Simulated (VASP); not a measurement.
# ZnO (P6_3/mmc) in VASP: further runs

One crystal, ZnO, is run at these levels: PBEsol; tasks: single point.

Program: VASP 6.6.1. These are calculated values, not measurements. Logs are shortened: lines on timing, memory, paths and dates and some standing lists are left out, and cuts for length are marked.

## Step 1: The undisturbed crystal

It takes space group P6_3/mmc (No. 194, hexagonal). The conventional cell has a = 3.288 Å, b = 3.288 Å, c = 7.130 Å, α = 90.00°, β = 90.00°, γ = 120.00°. Zn (site symmetry -6m2) has 3 O at 1.90 Å as nearest neighbours. O (site symmetry -6m2) is surrounded by 3 Zn at 1.90 Å.

Measurements of this composition are mostly on another form, of space group No. 186.

## Step 2: Single point, PBEsol (grid = ENCUT=460 dk=0.45 cell=2x2x1 ISMEAR=0 SIGMA=0.05 LREAL=Auto EDIFF=1e-06)

File INCAR:

```
SYSTEM = ZnO
PREC = Accurate
ENCUT = 460
EDIFF = 1E-6
ISMEAR = 0
SIGMA = 0.05
LREAL = Auto
LASPH = .TRUE.
NELM = 120
ALGO = Fast
ISIF = 2
LWAVE = .FALSE.
LCHARG = .FALSE.
GGA = PS
NBANDS = 80
```

File KPOINTS:

```
Automatic mesh
0
G
  3 3 2
  0 0 0
```

File POSCAR:

```
ZnO
1.0
    6.5759343174      0.0000000000      0.0000000000
   -3.2879671586      5.6949261724      0.0000000000
    0.0000000000      0.0000000000      7.1304413500
Zn O
8 8
Direct
    0.0000000000      0.0000000000      0.2500000000
    0.0000000000      0.5000000000      0.2500000000
    0.5000000000      0.0000000000      0.2500000000
    0.5000000000      0.5000000000      0.2500000000
    0.0000000000      0.0000000000      0.7500000000
    0.0000000000      0.5000000000      0.7500000000
    0.5000000000      0.0000000000      0.7500000000
    0.5000000000      0.5000000000      0.7500000000
    0.3333333334      0.1666666666      0.7500000000
    0.3333333334      0.6666666666      0.7500000000
    0.8333333333      0.1666666666      0.7500000000
    0.8333333333      0.6666666666      0.7500000000
    0.1666666666      0.3333333334      0.2500000000
    0.1666666666      0.8333333333      0.2500000000
    0.6666666666      0.3333333334      0.2500000000
    0.6666666666      0.8333333333      0.2500000000
```

Potentials or basis: VASP PAW PBE potentials, release 64 (Zn, O).

Started as:

```console
cat potpaw_PBE.64/Zn/POTCAR potpaw_PBE.64/O/POTCAR > POTCAR
mpirun -np 1 vasp_std > vasp.out
```

OUTCAR:

```text
SYSTEM = ZnO
   PREC = Accurate
   ENCUT = 460
   EDIFF = 1E-6
   ISMEAR = 0
   LREAL = Auto
   LASPH = .TRUE.
   NELM = 120
   ISIF = 2
   GGA = PS

 Found      6 irreducible k-points:

 Following reciprocal coordinates:
            Coordinates               Weight
  0.000000  0.000000  0.000000      1.000000
  0.333333  0.000000  0.000000      6.000000
  0.333333  0.333333  0.000000      2.000000
  0.000000  0.000000  0.500000      1.000000
  0.333333  0.000000  0.500000      6.000000
  0.333333  0.333333  0.500000      2.000000
   k-points           NKPTS =      6   k-points in BZ     NKDIM =      6   number of bands    NBANDS=     80
   number of dos      NEDOS =    301   number of ions     NIONS =     16
   total plane-waves  NPLWV = 115200
   dimension x,y,z NGX =    48 NGY =   48 NGZ =   50
   dimension x,y,z NGXF=    96 NGYF=   96 NGZF=  100
   ions per type =               8   8
   NGX,Y,Z   is equivalent  to a cutoff of  12.13, 12.13, 11.66 a.u.
   NGXF,Y,Z  is equivalent  to a cutoff of  24.27, 24.27, 23.31 a.u.
 SYSTEM =  ZnO
   PREC   = accura    normal or accurate (medium, high low for compatibility)
   ISTART =      0    job   : 0-new  1-cont  2-samecut
   ICHARG =      2    charge: 1-file 2-atom 10-const
   ISPIN  =      1    spin polarized calculation?
   LNONCOLLINEAR =      F non collinear calculations
   LSORBIT =      F    spin-orbit coupling
   LASPH  =      T    aspherical Exc in radial PAW
   ENCUT  =  460.0 eV  33.81 Ry    5.81 a.u.  11.50 11.50 12.47*2*pi/ulx,y,z
   NELM   =    120;   NELMIN=  2; NELMDL= -5     # of ELM steps
   EDIFF  = 0.1E-05   stopping-criterion for ELM
   LREAL  =      T    real-space projection
   EDIFFG = 0.1E-04   stopping-criterion for IOM
   NSW    =      0    number of steps for IOM
   IBRION =     -1    ionic relax: 0-MD 1-quasi-New 2-CG
   NFREE  =      0    steps in history (QN), initial steepest desc. (CG)
   ISIF   =      2    stress and relaxation
   ISYM   =      2    0-nonsym 1-usesym 2-fastsym
   POTIM  = 0.5000    time-step for ionic-motion
   TEBEG  =    0.0;   TEEND  =   0.0 temperature during run
   PSTRESS=    0.0 pullay stress
   NELECT =     144.0000    total number of electrons
   NUPDOWN=      -1.0000    fix difference up-down
   EMIN   =  10.00;   EMAX   =-10.00  energy-range for DOS
   EFERMI =   0.00;   METHOD = LEGACY
   ISMEAR =     0;   SIGMA  =   0.05  broadening in eV -4-tet -1-fermi 0-gaus
   EFERMI_NEDOS =   21; number of points for ismear=-14 and -15
   IALGO  =     68    algorithm
   IMIX   =      4    mixing-type and parameters
     AMIX     =   0.40;   BMIX     =  1.00
     AMIX_MAG =   1.60;   BMIX_MAG =  1.00
  volume/ion in A,a.u.               =      16.69       112.63
  Fermi-wavevector in a.u.,A,eV,Ry     =   1.332524  2.518105 24.158775  1.775620
  Thomas-Fermi vector in A             =   2.461452
   LORBIT       =      0    0 simple, 1 ext, 2 COOP (PROOUT), +10 PAW based schemes
   GGA     = PS    functional components
   LHFCALC =     F    Hartree Fock is set to
   AEXX    =    0.0000 exact exchange contribution
   IVDW    =     0    specifies the selected vdW correction
   LEPSILON=     F    determine dielectric tensor
   LRPA    =     F    only Hartree local field effects (RPA)
 non-spin polarized calculation
 RMM-DIIS sequential band-by-band and
 Gauss-broadening in eV      SIGMA  =   0.05
  energy-cutoff  :      460.00
  volume of cell :      267.03
 maximum number of plane-waves:      6036
 NGX is ok and might be reduce to    48
   NGX = 23   NGY = 23   NGZ = 25

 number of electron     144.0000123 magnetization

 Free energy of the ion-electron system (eV)
  ---------------------------------------------------
  ext. energy  EPLUGINS =         0.00000000
  ---------------------------------------------------
  free energy    TOTEN  =       -73.07946938 eV

  energy without entropy =      -73.07946938  energy(sigma->0) =      -73.07946938

 E-fermi :  -0.6288     XC(G=0):  -9.1715

 val. band max:       -0.9066249648   @ k =   0.0000   0.0000   0.0000
 cond. band min:      -0.1568399469   @ k =   0.0000   0.0000   0.0000
 fundamental gap:      0.7497850179
 Fermi energy:        -0.6288306299

 k-point     1 :       0.0000    0.0000    0.0000
  band No.  band energies     occupation
      1     -18.3017      2.00000
      2     -18.2192      2.00000
      3     -17.7794      2.00000
      4     -17.7794      2.00000
      5     -17.7794      2.00000
      6     -17.7604      2.00000
[... 72 lines left out ...]
     79       4.5458      0.00000
     80       4.5477      0.00000

 k-point     2 :       0.3333    0.0000    0.0000
  band No.  band energies     occupation
      1     -18.1783      2.00000
      2     -18.1065      2.00000
      3     -17.9192      2.00000
      4     -17.8750      2.00000
      5     -17.7839      2.00000
      6     -17.7839      2.00000
[... 72 lines left out ...]
     79       4.3921      0.00000
     80       4.4372      0.00000

 k-point     3 :       0.3333    0.3333    0.0000
  band No.  band energies     occupation
      1     -17.9865      2.00000
      2     -17.9865      2.00000
      3     -17.9865      2.00000
      4     -17.9337      2.00000
      5     -17.9337      2.00000
      6     -17.9337      2.00000
[... 72 lines left out ...]
     79       4.7315      0.00000
     80       5.1611      0.00000

 k-point     4 :       0.0000    0.0000    0.5000
  band No.  band energies     occupation
      1     -18.2612      2.00000
      2     -18.2612      2.00000
      3     -17.7700      2.00000
      4     -17.7700      2.00000
      5     -17.7700      2.00000
      6     -17.7700      2.00000
[... 72 lines left out ...]
     79       4.0386      0.00000
     80       4.0386      0.00000

 k-point     5 :       0.3333    0.0000    0.5000
  band No.  band energies     occupation
      1     -18.1427      2.00000
      2     -18.1427      2.00000
      3     -17.8969      2.00000
      4     -17.8969      2.00000
      5     -17.7723      2.00000
      6     -17.7723      2.00000
[... 72 lines left out ...]
     79       4.2323      0.00000
     80       4.2323      0.00000

 k-point     6 :       0.3333    0.3333    0.5000
  band No.  band energies     occupation
      1     -17.9597      2.00000
      2     -17.9597      2.00000
      3     -17.9597      2.00000
      4     -17.9597      2.00000
      5     -17.9597      2.00000
      6     -17.9597      2.00000
[... 72 lines left out ...]
     79       4.8472      0.00000
     80       4.8472      0.00000

------------------------ aborting loop because EDIFF is reached ----------------------------------------

  FORCE on cell =-STRESS in cart. coord.  units (eV):
  Direction    XX          YY          ZZ          XY          YZ          ZX
  --------------------------------------------------------------------------------------
  -------------------------------------------------------------------------------------
  Total       -9.8114888     -9.8114888     -2.5082635     -0.0000000      0.0000000      0.0000000
  in kB      -58.8685745    -58.8685745    -15.0494895     -0.0000000      0.0000000      0.0000000
  external PRESSURE =     -44.2622128 kB  Pullay stress =       0.0000000 kB

 VOLUME and BASIS-vectors are now :
 -----------------------------------------------------------------------------
  energy-cutoff  :      460.00
  volume of cell :      267.03
      direct lattice vectors                 reciprocal lattice vectors
     6.575934317  0.000000000  0.000000000     0.152069645  0.087797451  0.000000000
    -3.287967159  5.694926172  0.000000000     0.000000000  0.175594901  0.000000000
     0.000000000  0.000000000  7.130441350     0.000000000  0.000000000  0.140243773

 POSITION                                       TOTAL-FORCE (eV/Angst)
 -----------------------------------------------------------------------------------
      0.00000      0.00000      1.78261        -0.000000      0.000000     -0.000000
     -1.64398      2.84746      1.78261         0.000000      0.000000      0.000000
      3.28797      0.00000      1.78261         0.000000      0.000000      0.000000
      1.64398      2.84746      1.78261         0.000000      0.000000     -0.000000
      0.00000      0.00000      5.34783         0.000000     -0.000000     -0.000000
     -1.64398      2.84746      5.34783        -0.000000     -0.000000      0.000000
[... 8 lines left out ...]
      3.28797      1.89831      1.78261        -0.000000     -0.000000      0.000000
      1.64398      4.74577      1.78261         0.000000     -0.000000      0.000000
 -----------------------------------------------------------------------------------
    total drift:                                0.000001      0.000001     -0.000000

  FREE ENERGIE OF THE ION-ELECTRON SYSTEM (eV)
  ---------------------------------------------------
  free  energy   TOTEN  =       -73.0794693842 eV

  energy  without entropy=      -73.0794693842  energy(sigma->0) =      -73.07946938
```

Run time: 2 min. Hardware: 1 thread of Intel Xeon Platinum 8488C (Sapphire Rapids), shared host; peak memory 0.36 GiB.

These settings aren't checked as converged: the numbers below hold their error.

What came out:

```
Free energy            : -73.0795 eV
Pressure               : -4.4 GPa
Band gap on the k mesh : 0.75 eV
```

Caveat: the k mesh is coarse (spacing up to 0.44 Å⁻¹), so the values aren't converged; the cutoff is under 1.25 times the usual one of these potentials, so pressure, stress and relaxed cells hold a basis-set (Pulay) error; the PAW data sets were made with another functional, which shifts forces and pressure a little.

## Step 3: Single point, PBEsol (grid = ENCUT=520 dk=0.45 cell=2x2x1 ISMEAR=0 SIGMA=0.05 LREAL=Auto EDIFF=1e-06)

INCAR, as its differences from that of step 2:

```diff
@@ -2,3 +2,3 @@
 PREC = Accurate
-ENCUT = 460
+ENCUT = 520
 EDIFF = 1E-6
```

KPOINTS is that of step 2.

POSCAR is that of step 2.

Potentials or basis: VASP PAW PBE potentials, release 64 (Zn, O).

Started as:

```console
cat potpaw_PBE.64/Zn/POTCAR potpaw_PBE.64/O/POTCAR > POTCAR
mpirun -np 1 vasp_std > vasp.out
```

OUTCAR:

```text
SYSTEM = ZnO
   PREC = Accurate
   ENCUT = 520
   EDIFF = 1E-6
   ISMEAR = 0
   LREAL = Auto
   LASPH = .TRUE.
   NELM = 120
   ISIF = 2
   GGA = PS

 Found      6 irreducible k-points:

 Following reciprocal coordinates:
            Coordinates               Weight
  0.000000  0.000000  0.000000      1.000000
  0.333333  0.000000  0.000000      6.000000
  0.333333  0.333333  0.000000      2.000000
  0.000000  0.000000  0.500000      1.000000
  0.333333  0.000000  0.500000      6.000000
  0.333333  0.333333  0.500000      2.000000
   k-points           NKPTS =      6   k-points in BZ     NKDIM =      6   number of bands    NBANDS=     80
   number of dos      NEDOS =    301   number of ions     NIONS =     16
   total plane-waves  NPLWV = 135000
   dimension x,y,z NGX =    50 NGY =   50 NGZ =   54
   dimension x,y,z NGXF=   100 NGYF=  100 NGZF=  108
   ions per type =               8   8
   NGX,Y,Z   is equivalent  to a cutoff of  12.64, 12.64, 12.59 a.u.
   NGXF,Y,Z  is equivalent  to a cutoff of  25.28, 25.28, 25.18 a.u.
 SYSTEM =  ZnO
   PREC   = accura    normal or accurate (medium, high low for compatibility)
   ISTART =      0    job   : 0-new  1-cont  2-samecut
   ICHARG =      2    charge: 1-file 2-atom 10-const
   ISPIN  =      1    spin polarized calculation?
   LNONCOLLINEAR =      F non collinear calculations
   LSORBIT =      F    spin-orbit coupling
   LASPH  =      T    aspherical Exc in radial PAW
   ENCUT  =  520.0 eV  38.22 Ry    6.18 a.u.  12.23 12.23 13.26*2*pi/ulx,y,z
   NELM   =    120;   NELMIN=  2; NELMDL= -5     # of ELM steps
   EDIFF  = 0.1E-05   stopping-criterion for ELM
   LREAL  =      T    real-space projection
   EDIFFG = 0.1E-04   stopping-criterion for IOM
   NSW    =      0    number of steps for IOM
   IBRION =     -1    ionic relax: 0-MD 1-quasi-New 2-CG
   NFREE  =      0    steps in history (QN), initial steepest desc. (CG)
   ISIF   =      2    stress and relaxation
   ISYM   =      2    0-nonsym 1-usesym 2-fastsym
   POTIM  = 0.5000    time-step for ionic-motion
   TEBEG  =    0.0;   TEEND  =   0.0 temperature during run
   PSTRESS=    0.0 pullay stress
   NELECT =     144.0000    total number of electrons
   NUPDOWN=      -1.0000    fix difference up-down
   EMIN   =  10.00;   EMAX   =-10.00  energy-range for DOS
   EFERMI =   0.00;   METHOD = LEGACY
   ISMEAR =     0;   SIGMA  =   0.05  broadening in eV -4-tet -1-fermi 0-gaus
   EFERMI_NEDOS =   21; number of points for ismear=-14 and -15
   IALGO  =     68    algorithm
   IMIX   =      4    mixing-type and parameters
     AMIX     =   0.40;   BMIX     =  1.00
     AMIX_MAG =   1.60;   BMIX_MAG =  1.00
  volume/ion in A,a.u.               =      16.69       112.63
  Fermi-wavevector in a.u.,A,eV,Ry     =   1.332524  2.518105 24.158775  1.775620
  Thomas-Fermi vector in A             =   2.461452
   LORBIT       =      0    0 simple, 1 ext, 2 COOP (PROOUT), +10 PAW based schemes
   GGA     = PS    functional components
   LHFCALC =     F    Hartree Fock is set to
   AEXX    =    0.0000 exact exchange contribution
   IVDW    =     0    specifies the selected vdW correction
   LEPSILON=     F    determine dielectric tensor
   LRPA    =     F    only Hartree local field effects (RPA)
 non-spin polarized calculation
 RMM-DIIS sequential band-by-band and
 Gauss-broadening in eV      SIGMA  =   0.05
  energy-cutoff  :      520.00
  volume of cell :      267.03
 maximum number of plane-waves:      7218
 NGX is ok and might be reduce to    50
   NGX = 25   NGY = 25   NGZ = 27

 number of electron     143.9999978 magnetization

 Free energy of the ion-electron system (eV)
  ---------------------------------------------------
  ext. energy  EPLUGINS =         0.00000000
  ---------------------------------------------------
  free energy    TOTEN  =       -73.06455577 eV

  energy without entropy =      -73.06455577  energy(sigma->0) =      -73.06455577

 E-fermi :  -0.6253     XC(G=0):  -9.1720

 val. band max:       -0.9059099069   @ k =   0.0000   0.0000   0.0000
 cond. band min:      -0.1572480010   @ k =   0.0000   0.0000   0.0000
 fundamental gap:      0.7486619059
 Fermi energy:        -0.6252975513

 k-point     1 :       0.0000    0.0000    0.0000
  band No.  band energies     occupation
      1     -18.3033      2.00000
      2     -18.2201      2.00000
      3     -17.7803      2.00000
      4     -17.7803      2.00000
      5     -17.7803      2.00000
      6     -17.7614      2.00000
[... 72 lines left out ...]
     79       4.5455      0.00000
     80       4.5461      0.00000

 k-point     2 :       0.3333    0.0000    0.0000
  band No.  band energies     occupation
      1     -18.1796      2.00000
      2     -18.1071      2.00000
      3     -17.9204      2.00000
      4     -17.8758      2.00000
      5     -17.7853      2.00000
      6     -17.7853      2.00000
[... 72 lines left out ...]
     79       4.4028      0.00000
     80       4.4365      0.00000

 k-point     3 :       0.3333    0.3333    0.0000
  band No.  band energies     occupation
      1     -17.9877      2.00000
      2     -17.9877      2.00000
      3     -17.9877      2.00000
      4     -17.9343      2.00000
      5     -17.9343      2.00000
      6     -17.9343      2.00000
[... 72 lines left out ...]
     79       5.0197      0.00000
     80       5.1663      0.00000

 k-point     4 :       0.0000    0.0000    0.5000
  band No.  band energies     occupation
      1     -18.2620      2.00000
      2     -18.2620      2.00000
      3     -17.7710      2.00000
      4     -17.7710      2.00000
      5     -17.7710      2.00000
      6     -17.7710      2.00000
[... 72 lines left out ...]
     79       4.0383      0.00000
     80       4.0383      0.00000

 k-point     5 :       0.3333    0.0000    0.5000
  band No.  band energies     occupation
      1     -18.1435      2.00000
      2     -18.1435      2.00000
      3     -17.8981      2.00000
      4     -17.8981      2.00000
      5     -17.7736      2.00000
      6     -17.7736      2.00000
[... 72 lines left out ...]
     79       4.2317      0.00000
     80       4.2317      0.00000

 k-point     6 :       0.3333    0.3333    0.5000
  band No.  band energies     occupation
      1     -17.9611      2.00000
      2     -17.9611      2.00000
      3     -17.9611      2.00000
      4     -17.9611      2.00000
      5     -17.9611      2.00000
      6     -17.9611      2.00000
[... 72 lines left out ...]
     79       4.8466      0.00000
     80       4.8466      0.00000

------------------------ aborting loop because EDIFF is reached ----------------------------------------

  FORCE on cell =-STRESS in cart. coord.  units (eV):
  Direction    XX          YY          ZZ          XY          YZ          ZX
  --------------------------------------------------------------------------------------
  -------------------------------------------------------------------------------------
  Total       -8.8937587     -8.8937587     -1.4612563     -0.0000000      0.0000000      0.0000000
  in kB      -53.3622273    -53.3622273     -8.7674846     -0.0000000      0.0000000      0.0000000
  external PRESSURE =     -38.4973131 kB  Pullay stress =       0.0000000 kB

 VOLUME and BASIS-vectors are now :
 -----------------------------------------------------------------------------
  energy-cutoff  :      520.00
  volume of cell :      267.03
      direct lattice vectors                 reciprocal lattice vectors
     6.575934317  0.000000000  0.000000000     0.152069645  0.087797451  0.000000000
    -3.287967159  5.694926172  0.000000000     0.000000000  0.175594901  0.000000000
     0.000000000  0.000000000  7.130441350     0.000000000  0.000000000  0.140243773

 POSITION                                       TOTAL-FORCE (eV/Angst)
 -----------------------------------------------------------------------------------
      0.00000      0.00000      1.78261        -0.000000     -0.000000     -0.000000
     -1.64398      2.84746      1.78261         0.000000     -0.000000      0.000000
      3.28797      0.00000      1.78261        -0.000000     -0.000000      0.000000
      1.64398      2.84746      1.78261        -0.000000     -0.000000     -0.000000
      0.00000      0.00000      5.34783         0.000000      0.000000      0.000000
     -1.64398      2.84746      5.34783         0.000000      0.000000     -0.000000
[... 8 lines left out ...]
      3.28797      1.89831      1.78261        -0.000000      0.000000     -0.000000
      1.64398      4.74577      1.78261         0.000000      0.000000     -0.000000
 -----------------------------------------------------------------------------------
    total drift:                                0.000001      0.000001      0.000000

  FREE ENERGIE OF THE ION-ELECTRON SYSTEM (eV)
  ---------------------------------------------------
  free  energy   TOTEN  =       -73.0645557663 eV

  energy  without entropy=      -73.0645557663  energy(sigma->0) =      -73.06455577
```

It took 2.4 min on 1 thread of Intel Xeon Platinum 8488C (Sapphire Rapids), shared host; peak memory 0.37 GiB.

The run converged, but some of its settings lie outside the range that counts as converged, so its numbers aren't taken as properties of the crystal.

Results:

* Free energy: -73.0646 eV
* Pressure: -3.8 GPa
* Band gap on the k mesh: 0.75 eV

Caveat: the k mesh is coarse (spacing up to 0.44 Å⁻¹), so the values aren't converged; the PAW data sets were made with another functional, which shifts forces and pressure a little.
